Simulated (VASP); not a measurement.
**Input and output of a VASP r²SCAN single-point calculation on SiO2 (strained rutile)**

INCAR

```
ISIF = 2
NSW = 0
LWAVE = .FALSE.
PREC = Accurate
ISMEAR = 0
LCHARG = .TRUE.
ENCUT = 520
NELM = 120
LELF = .TRUE.
SIGMA = 0.01
METAGGA = R2SCAN
IBRION = -1
LASPH = .TRUE.
ALGO = Normal
NBANDS = 25
LREAL = .FALSE.
EDIFF = 1E-7
```

KPOINTS

```
KPOINTS created by Atomic Simulation Environment
0
Gamma
6 6 10
0 0 0
```

KPOINTS_OPT

```
special points
6
Reciprocal
0.0000000000 0.0000000000 0.0000000000 1
0.0000000000 0.5000000000 0.0000000000 1
0.5000000000 0.5000000000 0.0000000000 1
0.0000000000 0.0000000000 0.5000000000 1
0.0000000000 0.5000000000 0.5000000000 1
0.5000000000 0.5000000000 0.5000000000 1
```

POSCAR

```
Si O
 1.0000000000000000
     4.1851887985999996    0.0000000000000000    0.0000000000000000
     0.0000000000000000    4.1851887985999996    0.0000000000000000
     0.0000000000000000    0.0000000000000000    2.6955282898999999
 Si  O
   2   4
Cartesian
  0.0000000000000000  0.0000000000000000  0.0000000000000000
  2.0925943992999998  2.0925943992999998  1.3477641449500002
  1.2810905141069575  1.2810905141069575  0.0000000000000000
  0.8115038851930421  3.3736849134069575  1.3477641449500002
  3.3736849134069575  0.8115038851930421  1.3477641449500002
  2.9040982844930419  2.9040982844930419  0.0000000000000000
```

VASP ran with the recommended PBE PAW datasets (32 valence electrons in the cell).

Command

```
mpirun -np 1 vasp_std
```

From OUTCAR

```
k-points           NKPTS =     60   k-points in BZ     NKDIM =     60   number of bands    NBANDS=     25

   NELECT =      32.0000    total number of electrons

   dimension x,y,z NGX =    32 NGY =   32 NGZ =   20
   dimension x,y,z NGXF=    64 NGYF=   64 NGZF=   40

  energy-cutoff  :      520.00
  volume of cell :       47.21
      direct lattice vectors                 reciprocal lattice vectors
     4.185188799  0.000000000  0.000000000     0.238937847  0.000000000  0.000000000
     0.000000000  4.185188799  0.000000000     0.000000000  0.238937847  0.000000000
     0.000000000  0.000000000  2.695528290     0.000000000  0.000000000  0.370984791

 k-points in reciprocal lattice and weights: KPOINTS created by Atomic Simulation Env
   0.00000000  0.00000000  0.00000000       0.003
   0.16666667  0.00000000  0.00000000       0.011
   0.33333333  0.00000000  0.00000000       0.011
   0.50000000  0.00000000  0.00000000       0.006
   0.16666667  0.16666667  0.00000000       0.011
   0.33333333  0.16666667  0.00000000       0.022
   0.50000000  0.16666667  0.00000000       0.011
   0.33333333  0.33333333  0.00000000       0.011
   ...

 E-fermi :   7.8218

 k-point     1 :       0.0000    0.0000    0.0000
  band No.  band energies     occupation
      1     -15.7522      2.00000
      2     -12.1990      2.00000
      3     -12.1990      2.00000
      4     -11.9270      2.00000
      5      -3.3008      2.00000
      6       1.2658      2.00000
      7       1.2658      2.00000
      8       1.4367      2.00000
      9       2.1385      2.00000
     10       2.5539      2.00000
     11       4.4699      2.00000
     12       4.4699      2.00000
     13       5.1172      2.00000
     14       6.8012      2.00000
     15       6.8012      2.00000
     16       7.6660      2.00000
     17      13.9503      0.00000
     18      15.1018      0.00000
     19      16.9061      0.00000
     20      16.9061      0.00000
     21      19.7007      0.00000
     22      20.1779      0.00000
     23      23.1261      0.00000
     24      23.1261      0.00000
     25      24.5596      0.00000

 k-point     2 :       0.1667    0.0000    0.0000
  band No.  band energies     occupation
      1     -15.6063      2.00000
      2     -12.8157      2.00000
      3     -12.1277      2.00000
      4     -11.6157      2.00000
      5      -3.0872      2.00000
      6       0.5090      2.00000
      7       1.3110      2.00000
      8       1.9679      2.00000
      9       2.2521      2.00000
     10       3.1369      2.00000
     11       4.2038      2.00000
     12       4.5349      2.00000
     13       5.1596      2.00000
     14       6.2125      2.00000
     15       6.7512      2.00000
     16       7.4522      2.00000
     17      14.4010      0.00000
     18      15.3507      0.00000
     19      16.9707      0.00000
     20      16.9951      0.00000
     21      20.1652      0.00000
     22      20.4107      0.00000
     23      22.3241      0.00000
     24      22.5074      0.00000
     25      24.3768      0.00000

 k-point     3 :       0.3333    0.0000    0.0000
  band No.  band energies     occupation
      1     -15.1809      2.00000
      2     -13.6829      2.00000
      3     -11.9370      2.00000
      4     -11.5397      2.00000
      5      -2.5112      2.00000
      6      -0.6299      2.00000
      7       1.9675      2.00000
      8       2.5790      2.00000
      9       2.8875      2.00000
     10       3.6507      2.00000
     11       3.6598      2.00000
     12       4.7095      2.00000
     13       4.9058      2.00000
     14       5.1124      2.00000
     15       6.6353      2.00000
     16       6.9458      2.00000
     17      15.3604      0.00000
     18      15.9534      0.00000
     19      17.1949      0.00000
     20      17.3425      0.00000
     21      20.1060      0.00000
     22      20.8465      0.00000
     23      21.0834      0.00000
     24      22.6509      0.00000
     25      23.6147      0.00000

 k-point     4 :       0.5000    0.0000    0.0000
  band No.  band energies     occupation
      1     -14.5143      2.00000
      2     -14.5143      2.00000
      3     -11.6987      2.00000
      4     -11.6987      2.00000
      5      -1.6711      2.00000
      6      -1.6711      2.00000
      7       3.0751      2.00000
      8       3.0751      2.00000
      9       3.1102      2.00000
     10       3.1102      2.00000
     11       3.7884      2.00000
     12       3.7884      2.00000
     13       4.9330      2.00000
     14       4.9330      2.00000
     15       6.6096      2.00000
     16       6.6096      2.00000
     17      16.1361      0.00000
     18      16.1361      0.00000
     19      17.4997      0.00000
     20      17.4997      0.00000
     21      19.7811      0.00000
     22      19.7811      0.00000
     23      22.1378      0.00000
     24      22.1378      0.00000
     25      23.8446      0.00000

 k-point     5 :       0.1667    0.1667    0.0000
  band No.  band energies     occupation
      1     -15.4644      2.00000
      2     -12.9929      2.00000
      3     -12.2878      2.00000
      4     -11.5302      2.00000
      5      -2.8529      2.00000
      6       0.3910      2.00000
      7       1.1661      2.00000
      8       2.2527      2.00000
      9       2.3632      2.00000
     10       3.4730      2.00000
     11       4.1446      2.00000
     12       4.4364      2.00000
     13       5.1555      2.00000
     14       5.8576      2.00000
     15       6.5460      2.00000
     16       7.2695      2.00000
     17      14.7015      0.00000
     18      15.5974      0.00000
     19      16.8351      0.00000
     20      17.4068      0.00000
     21      20.4712      0.00000
     22      20.6519      0.00000
     23      21.6927      0.00000
     24      22.3331      0.00000
     25      24.3060      0.00000

 k-point     6 :       0.3333    0.1667    0.0000
  band No.  band energies     occupation
      1     -15.0521      2.00000
      2     -13.6498      2.00000
      3     -12.1751      2.00000
      4     -11.6139      2.00000
      5      -2.2369      2.00000
      6      -0.4213      2.00000
      7       1.7247      2.00000
      8       2.6816      2.00000
      9       3.0645      2.00000
     10       3.6603      2.00000
     11       3.7093      2.00000
     12       4.5646      2.00000
     13       4.8726      2.00000
     14       5.0438      2.00000
     15       6.3635      2.00000
     16       6.8090      2.00000
     17      15.3569      0.00000
     18      16.0944      0.00000
     19      17.2028      0.00000
     20      17.7806      0.00000
     21      20.1701      0.00000
     22      21.1002      0.00000
     23      21.3393      0.00000
     24      22.4636      0.00000
     25      23.8413      0.00000

 k-point     7 :       0.5000    0.1667    0.0000
  band No.  band energies     occupation
      1     -14.4146      2.00000
      2     -14.4146      2.00000
      3     -11.8837      2.00000
      4     -11.8837      2.00000
      5      -1.3876      2.00000
      6      -1.3876      2.00000
      7       2.8135      2.00000
      8       2.8135      2.00000
      9       3.1600      2.00000
     10       3.1600      2.00000
     11       4.0105      2.00000
     12       4.0105      2.00000
     13       4.8146      2.00000
     14       4.8146      2.00000
     15       6.4209      2.00000
     16       6.4209      2.00000
     17      16.0246      0.00000
     18      16.0246      0.00000
     19      17.7454      0.00000
     20      17.7454      0.00000
     21      20.1807      0.00000
     22      20.1807      0.00000
     23      22.3827      0.00000
     24      22.3827      0.00000
     25      23.3102      0.00000

 k-point     8 :       0.3333    0.3333    0.0000
  band No.  band energies     occupation
      1     -14.6866      2.00000
      2     -13.7262      2.00000
      3     -12.4580      2.00000
      4     -11.9099      2.00000
      5      -1.5477      2.00000
      6      -0.1927      2.00000
      7       1.5083      2.00000
      8       2.9702      2.00000
      9       3.1560      2.00000
     10       3.6818      2.00000
     11       3.7113      2.00000
     12       4.3703      2.00000
     13       4.8259      2.00000
     14       4.9365      2.00000
     15       5.8649      2.00000
     16       6.3939      2.00000
     17      15.5101      0.00000
     18      16.1633      0.00000
     19      17.7115      0.00000
     20      18.2626      0.00000
     21      20.3847      0.00000
     22      21.7542      0.00000
     23      22.0370      0.00000
     24      22.1762      0.00000
     25      23.5741      0.00000

 ...

  Total       -0.5316038     -0.5316038     -1.9073330     -0.0000000      0.0000000      0.0000000
  in kB      -18.0395071    -18.0395071    -64.7236642     -0.0000000      0.0000000      0.0000000
  external PRESSURE =     -33.6008928 kB  Pullay stress =       0.0000000 kB

 POSITION                                       TOTAL-FORCE (eV/Angst)
 -----------------------------------------------------------------------------------
      0.00000      0.00000      0.00000         0.000000      0.000000      0.000000
      2.09259      2.09259      1.34776         0.000000      0.000000      0.000000
      1.28109      1.28109      0.00000        -0.016037     -0.016037     -0.000000
      0.81150      3.37368      1.34776         0.016037     -0.016037      0.000000
      3.37368      0.81150      1.34776        -0.016037      0.016037      0.000000
      2.90410      2.90410      0.00000         0.016037      0.016037      0.000000
 -----------------------------------------------------------------------------------
    total drift:                                0.000000      0.000000     -0.000000

  FREE ENERGIE OF THE ION-ELECTRON SYSTEM (eV)
  ---------------------------------------------------
  free  energy   TOTEN  =       -58.7786588992 eV

  energy  without entropy=      -58.7786588992  energy(sigma->0) =      -58.77865890
```

```json
{"gap between bands v and c": "6.28 eV", "least direct gap": "6.28 eV", "pressure": "-3.4 GPa", "largest force": "0.02 eV/Å"}
```

Band v is the last that the valence electrons fill when counted band by band, and c is the next.

The run took about 1.9 min on one core of a shared host (Intel Xeon Platinum 8488C) and held 0.22 GiB at most.
